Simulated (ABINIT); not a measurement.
FeO (Wuestite) in ABINIT: the effect of target pressure

Crystal: FeO (Wuestite).

```
CELL_PARAMETERS angstrom
0.00000 2.15540 2.15540
2.15540 0.00000 2.15540
2.15540 2.15540 0.00000
ATOMIC_POSITIONS crystal
Fe 0.00000 0.00000 0.00000
O 0.50000 0.50000 0.50000
```

Alike in all runs:

```yaml
Program: ABINIT 10.8.3 (patched build)
Task: relaxation of cell and atoms
Functional: PBE
Potentials_or_basis: JTH PAW PBE v2.0
Cutoff: 707 eV
k_mesh: 7 × 7 × 7
Occupations: fermi-dirac, width 0.05 eV
Spin: collinear spin, ferromagnetic start
Starting_moments: "[3.0, 0.0] μB"
```

Each run relaxes the cell or the atoms first.

| target pressure | relaxed volume (Å³/atom) |
| --- | --- |
| 0 GPa | ? |
| 5 GPa | 9.74 |
| 10 GPa | 9.52 |
| 20 GPa | 9.14 |

Question: What does the run with target pressure 0 GPa give?

Answer: Relaxed volume 9.99 Å³/atom.

Worked out: A straight line through the other rows of the relaxed volume, of slope -0.0397 Å³/atom per GPa, extrapolates to 9.93 Å³/atom, against the run's 9.99.

Caveats: all runs use coarse meshes; a cell with one magnetic atom can't hold antiferromagnetic order, which such compounds often take.
